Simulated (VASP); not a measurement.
The system is WC (Qusongite).

```xyz
2
Lattice="2.9065 0.0000 0.0000 -1.4532 2.5171 0.0000 0.0000 0.0000 2.8366" Properties=species:S:1:pos:R:3 pbc="T T T"
W     0.0000    0.0000    0.0000
C     1.4533    0.8390    1.4183
```

```yaml
Program: VASP 6.6.1
Task: relaxation of cell and atoms
Functional: BEEF-vdW
Potentials_or_basis: VASP PAW PBE potentials, release 64 (W_sv, C)
Cutoff: 600 eV
k_mesh: 10 × 10 × 9
Occupations: fermi-dirac, width 0.05 eV
Spin: no spin polarisation
```

At the start: pressure 6.6 GPa; volume 10.38 Å³/atom.

Q: How do energy, volume and symmetry change on relaxing?

A: Over 6 steps the energy falls by 3.5 meV/atom and the volume is 10.55 Å³/atom (+1.7 %); space group P-6m2 (No. 187, to 0.05 Å).

The path:
| step | energy change (eV) | largest force (eV/Å) | pressure (GPa) | volume (Å³) |
| --- | --- | --- | --- | --- |
| 1 | 0.0000 | 0.0000 | 6.59 | 20.75 |
| 2 | 0.0415 | 0.0000 | -15.44 | 22.06 |
| 3 | -0.0069 | 0.0000 | -0.08 | 21.10 |
| 4 | -0.0069 | 0.0000 | 0.02 | 21.10 |
| 5 | -0.0070 | 0.0000 | 0.05 | 21.10 |
| 6 | -0.0070 | 0.0000 | 0.05 | 21.10 |

Final structure:
```cif
data_structure
_symmetry_space_group_name_H-M 'P 1'
_symmetry_Int_Tables_number 1
_cell_length_a 2.9237
_cell_length_b 2.9237
_cell_length_c 2.8502
_cell_angle_alpha 90.000
_cell_angle_beta 90.000
_cell_angle_gamma 120.000
_cell_volume 21.10
loop_
_atom_site_label
_atom_site_type_symbol
_atom_site_fract_x
_atom_site_fract_y
_atom_site_fract_z
_atom_site_occupancy
W1 W 0.00000 0.00000 0.00000 1
C1 C 0.66667 0.33333 0.50000 1
```

Caveat: the PAW data sets were made with another functional, which shifts forces and pressure a little.
